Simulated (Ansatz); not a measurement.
Lattice vibrations of Zr3SiO8 at Γ

Theory: DFT PBE, scalar-relativistic, plane waves, PAW in Ansatz 0.2.0. Settings: 420 eV plane-wave cutoff, Γ-centred 4×4×4 mesh, fixed occupations. No spin polarisation. Phonons by linear response, acoustic sum rule imposed.

Equilibrium structure at this level:
```
CELL_PARAMETERS angstrom
6.11004 0.00000 0.00000
0.00000 6.11004 0.00000
0.00000 0.00000 8.74053
ATOMIC_POSITIONS crystal
Zr 0.50000 0.00000 0.27783
Zr 0.00000 0.50000 0.72217
Zr 0.50000 0.50000 0.00000
Si 0.00000 0.00000 0.50000
O 0.00000 0.77663 0.60469
O 0.50000 0.24787 0.13813
O 0.00000 0.22337 0.60469
O 0.50000 0.75213 0.13813
O 0.22337 0.00000 0.39531
O 0.75213 0.50000 0.86187
O 0.77663 0.00000 0.39531
O 0.24787 0.50000 0.86187
```

The structure comes from a generated guess, relaxed at this level; another structure or a mixture of phases may lie lower.

Optical modes at Γ (transverse, no macroscopic field); i marks an imaginary frequency:
| frequency (cm⁻¹) | degeneracy | IR intensity of the level ((D/Å)²/amu) |
| --- | --- | --- |
| 24i | 2 | 0.00 |
| 50 | 1 | 0.00 |
| 61 | 2 | 0.00 |
| 165 | 2 | 0.33 |
| 183 | 1 | 0.00 |
| 195 | 2 | 0.02 |
| 203 | 1 | 0.00 |
| 218 | 1 | 0.00 |
| 228 | 1 | 1.08 |
| 275 | 1 | 6.15 |
| 287 | 1 | 0.00 |
| 308 | 2 | 17.03 |
| 318 | 1 | 0.00 |
| 320 | 1 | 0.00 |
| 337 | 2 | 0.31 |
| 343 | 1 | 1.54 |
| 527 | 1 | 0.94 |
| 554 | 2 | 0.36 |
| 658 | 2 | 136.17 |
| 739 | 1 | 114.96 |
| 869 | 2 | 98.71 |
| 943 | 1 | 0.00 |
| 991 | 1 | 0.00 |
| 1010 | 1 | 6.30 |

2 of the 33 optical modes are unstable, so the structure is a saddle point of the energy and would distort without enlarging its cell.

```json
{"Electronic dielectric constant ε∞ (principal values)": "2.42, 2.42, 2.47", "Refractive index √ε∞, mean": "1.56", "Kohn–Sham gap on the mesh": "4.53 eV"}
```

Born effective charges (e):
```
       atom   Z*xx   Z*yy   Z*zz   mean
Zr (atom 1)   4.13   4.54   4.39   4.35
Zr (atom 3)   4.44   4.44   4.80   4.56
Si (atom 4)   4.25   4.25   4.36   4.29
 O (atom 5)  -1.05  -3.23  -2.13  -2.14
 O (atom 6)  -0.66  -3.73  -2.35  -2.25
```
